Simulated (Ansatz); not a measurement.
## Al3Cu under changes of volume

One of the cells (14.500 Å³/atom); the others are scaled copies at fixed shape and fractional positions:

```
Cu Al
1.0
     2.77841    0.00000    0.00000
     0.00000    2.77841    0.00000
     0.00000    0.00000    7.51340
Cu Al
1 3
Direct
  0.00000 0.00000 0.00000
  0.50000 0.50000 0.77388
  0.50000 0.50000 0.22612
  0.00000 0.00000 0.50000
```

The cell comes from a database or a generator and needn't be the stable form of this composition.

```yaml
Program: Ansatz 0.2.0
Functional: PBEsol
Potentials_or_basis: all-electron LAPW, scalar-relativistic
Cutoff: 242 eV (chosen from the basis error)
Basis_error_allowed: 0.001 eV/atom
k_mesh: 10 × 10 × 4
Occupations: fermi-dirac, width 0.05 eV
Spin: no spin polarisation
```

| volume (Å³/atom) | energy over the lowest point (meV/atom) | pressure (GPa) | largest force (eV/Å) |
| --- | --- | --- | --- |
| 13.630 | ? | ? | ? |
| 13.920 | 12.23 | 5.8 | 0.147 |
| 14.210 | 3.96 | 3.3 | 0.178 |
| 14.500 | 0.03 | 1.0 | 0.207 |
| 14.790 | 0.00 | -1.0 | 0.234 |
| 15.080 | 3.48 | -2.8 | 0.259 |
| 15.370 | 10.10 | -4.5 | 0.282 |

What does the run at 13.630 Å³/atom give?

Energy over the lowest point 25.32 meV/atom; pressure 8.6 GPa; largest force 0.112 eV/Å.

Worked out: A Birch-Murnaghan fit of order 3 (a polynomial in V^(-2/3)) to the other rows has its minimum at 14.65 Å³/atom with B0 = V·E''(V) = 103 GPa and B' = 4.4 at fixed shape and positions, which overstates the stiffness. It gives 25.34 meV/atom at 13.630 Å³/atom, against the run's 25.32, and -dE/dV = 8.7 GPa, against 8.6.

Energies are extrapolated to zero smearing.
